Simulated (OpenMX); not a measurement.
Runs of OpenMX 3.8.5 on C. The structure is cubic, space group Fd-3m (No. 227). The conventional cell has a = 3.567 Å, b = 3.567 Å, c = 3.567 Å, α = 90.00°, β = 90.00°, γ = 90.00°. Around C (site symmetry -43m) lie 4 C at 1.54 Å. This isn't the form of C at room conditions, which is graphite.

```tsv
task	level	potentials or basis	spin	cell	k mesh	max SCF cycles	k mesh for the Berry phase	grid points, held for all volumes	gap on the mesh (eV)	pressure (GPa)	moment (μB)	V0 of scaled cells (Å³/atom)	B0 (GPa)	largest force (eV/Å)
Berry-phase polarisation	LDA	OpenMX 2013 LDA set, C6.0-s2p2d1, grid cutoff 300 Ry	collinear, antiferromagnetic start	atom 1 moved by 0.01 Å along y	13 × 13 × 13	100	13 × 13 × 13	-	4.11	-	0.00	-	-	0.39
single point	PBE	OpenMX 2013 PBE set, C6.0-s2p2, grid cutoff 420 Ry	off	atom 1 moved by [0.0, -0.0354, -0.0354] A	9 × 9 × 9	100	-	-	3.71	-	-	-	-	1.96
single point	PBE	OpenMX 2013 PBE set, C6.0-s2p2, grid cutoff 420 Ry	off	as given	9 × 9 × 9	100	-	-	4.60	9.4	-	-	-	-
band structure	PBE	OpenMX 2013 PBE set, C6.0-s3p2d2, grid cutoff 300 Ry	off	as given	13 × 13 × 13	100	-	-	4.26	(b)	-	-	-	-
equation of state	PBE	OpenMX 2013 PBE set, C6.0-s2p2, fixed grid of 21 × 21 × 21 points	off	as given	13 × 13 × 13	-	-	21 × 21 × 21	-	-	-	5.80	420	-
equation of state	PBE	OpenMX 2013 PBE set, C6.0-s2p2d1, fixed grid of 21 × 21 × 21 points	off	as given	13 × 13 × 13	-	-	21 × 21 × 21	-	-	-	5.70	435	-
Berry-phase polarisation	LDA	OpenMX 2013 LDA set, C6.0-s2p2d1, grid cutoff 300 Ry	collinear, antiferromagnetic start	as given	13 × 13 × 13	100	13 × 13 × 13	-	4.27	-	0.00	-	-	-
Berry-phase polarisation	LDA	OpenMX 2013 LDA set, C6.0-s2p2d1, grid cutoff 300 Ry	collinear, antiferromagnetic start	atom 1 moved by -0.01 Å along y	13 × 13 × 13	100	13 × 13 × 13	-	4.11	-	0.00	-	-	(c)
band structure	LDA	OpenMX 2013 LDA set, C6.0-s2p2d1, grid cutoff 300 Ry	off	as given	13 × 13 × 13	100	-	-	4.27	-10.1	-	-	-	-
band structure	PBE	OpenMX 2013 PBE set, C6.0-s2p2d1, grid cutoff 300 Ry	off	as given	13 × 13 × 13	100	-	-	4.31	(a)	-	-	-	-
band structure	PBE	OpenMX 2013 PBE set, C6.0-s2p2, grid cutoff 300 Ry	off	as given	13 × 13 × 13	100	-	-	4.60	9.4	-	-	-	-
```

Alike in all rows: smearing fermi-dirac 0.05 eV.

Q: Estimate the missing entries.

A: (a) 1.9; (b) 0.9; (c) 0.38.

Caveats: the basis of atomic orbitals isn't converged, which shifts pressures, moduli and gaps; an odd mesh through Γ misses points on the zone boundary, where band edges often lie (some runs); volumes in these bases differ from converged ones by about 1 %, for some elements by several (some runs); forces of over 1 eV/Å show positions far from the minimum, so gaps and moduli don't describe the material at rest (some runs).

Not every run made on this cell is shown here.
